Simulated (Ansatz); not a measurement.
**ZnS: electron density at the nuclei under pressure**

```
CELL_PARAMETERS angstrom
0.00000 2.70465 2.70465
2.70465 0.00000 2.70465
2.70465 2.70465 0.00000
ATOMIC_POSITIONS crystal
Zn 0.00000 0.00000 0.00000
S 0.75000 0.75000 0.75000
```

Atoms are numbered in the order listed.

The cell is COD entry 9000107, as deposited and not checked against the literature; nothing was relaxed.

Theory: DFT, PBE, all-electron PAW with datasets made for the crystal, scalar-relativistic (Ansatz 0.2.0).

Sampling and basis: a Γ-centred 8×8×8 k mesh, Fermi–Dirac smearing of 0.01 eV, cutoff 280 eV (chosen by the program for this cell), no spin polarisation.

The contact density is the mean electron density over the nuclear volume; its changes set Mössbauer isomer shifts. Changes below are taken from the unscaled cell, where it is 166675 e/Å³ at Zn1, 19783.2 e/Å³ at S2.

Volumes at which the program chose other datasets or cutoffs are left out.

The datasets are made afresh for each cell, so very small changes are uncertain.

(1) Does compression raise or lower the contact density at S2?

(2) Tabulate the changes with volume.

## Answers

(1) It lowers it, by 0.92 e/Å³ over the whole range.

(2) 
```json
{"V/V(cell)": "0.9800", "P (GPa)": "3.0", "Δρ(0) Zn1 (e/Å³)": "0.50", "Δρ(0) S2 (e/Å³)": "-0.23"}
{"V/V(cell)": "0.9900", "P (GPa)": "2.2", "Δρ(0) Zn1 (e/Å³)": "0.24", "Δρ(0) S2 (e/Å³)": "-0.12"}
{"V/V(cell)": "1.0000", "P (GPa)": "1.4", "Δρ(0) Zn1 (e/Å³)": "0.00", "Δρ(0) S2 (e/Å³)": "0.00"}
{"V/V(cell)": "1.0100", "P (GPa)": "0.6", "Δρ(0) Zn1 (e/Å³)": "-0.24", "Δρ(0) S2 (e/Å³)": "0.12"}
{"V/V(cell)": "1.0200", "P (GPa)": "0.0", "Δρ(0) Zn1 (e/Å³)": "-0.46", "Δρ(0) S2 (e/Å³)": "0.23"}
{"V/V(cell)": "1.0400", "P (GPa)": "-1.3", "Δρ(0) Zn1 (e/Å³)": "-0.89", "Δρ(0) S2 (e/Å³)": "0.46"}
{"V/V(cell)": "1.0500", "P (GPa)": "-1.9", "Δρ(0) Zn1 (e/Å³)": "-1.08", "Δρ(0) S2 (e/Å³)": "0.57"}
{"V/V(cell)": "1.0600", "P (GPa)": "-2.5", "Δρ(0) Zn1 (e/Å³)": "-1.27", "Δρ(0) S2 (e/Å³)": "0.69"}
```
